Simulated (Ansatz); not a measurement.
# Cs: the cost of one run

Computed with Ansatz 0.2.0 (DFT, PBE, plane-wave PAW, default files, scalar-relativistic, as far as a step names no other, unless a step's input says otherwise).

### Step 1. The starting structure

The structure is orthorhombic, space group Pbcm (No. 57). The conventional cell has a = 5.477 Å, b = 9.903 Å, c = 9.207 Å, α = 90.00°, β = 90.00°, γ = 90.00°.

As a file:

```cif
data_structure
_symmetry_space_group_name_H-M 'P 1'
_symmetry_Int_Tables_number 1
_cell_length_a 5.4771
_cell_length_b 9.9029
_cell_length_c 9.2071
_cell_angle_alpha 90.000
_cell_angle_beta 90.000
_cell_angle_gamma 90.000
_cell_volume 499.39
loop_
_atom_site_label
_atom_site_type_symbol
_atom_site_fract_x
_atom_site_fract_y
_atom_site_fract_z
_atom_site_occupancy
Cs1 Cs 0.73537 0.60699 0.75000 1
Cs2 Cs 0.26463 0.39301 0.25000 1
Cs3 Cs 0.73537 0.89301 0.25000 1
Cs4 Cs 0.26463 0.10699 0.75000 1
```

The earlier run gave: no gap over 0.1 eV on the mesh, largest force 0.023 eV/Å, pressure -0.1 GPa.

The printed gradients, by site:

```tsv
site	atoms	first shell	V_zz (10²¹ V/m²)	η	C_Q (MHz)
Cs	1, 2, 3, 4	no neighbour within 4.6 Å	-0.16	0.18	0.013 (¹³³Cs)
```

Conventions: |V_zz| ≥ |V_yy| ≥ |V_xx|, η = (V_xx − V_yy)/V_zz, C_Q = eQV_zz/h. Quadrupole moments are those of Pyykkö's year-2017 table.

### Step 2. Settings changed: scf.mixing.preconditioner = resta, scf.occupations.method = methfessel_paxton

File input.yaml:

```yaml
crystal:
  lattice:
    - [5.47713187, 0.0, 0.0]
    - [0.0, 9.90287917, 0.0]
    - [0.0, 0.0, 9.20708993]
  atoms:
    - { symbol: Cs, position: [0.7353681, 0.60698624, 0.75] }
    - { symbol: Cs, position: [0.2646319, 0.39301376, 0.25] }
    - { symbol: Cs, position: [0.7353681, 0.89301376, 0.25] }
    - { symbol: Cs, position: [0.2646319, 0.10698624, 0.75] }
kpoints:
  mp_grid: { grid: [5, 3, 3] }
scf:
  occupations: { method: methfessel_paxton, width: 0.05 }
  mixing: { preconditioner: resta }
hamiltonian:
  xc: pbe
  pseudopotentials: { kind: paw }
output:
  forces: true
  stress: true
  populations: true
  efg:
    quadrupole_moments_barn: { Cs: -0.00343 }
    contact_densities: true
```

On the command line:

```console
ansatz run input.yaml --threads 1 --pin off --max-ram 2560MiB --backend cpu --events-out ev --progress --plain --runs-dir out
```

Q: Estimate wall time and peak memory on 1 thread of Arm Neoverse V2, shared host.

About 12 s, with a peak of 0.62 GiB.
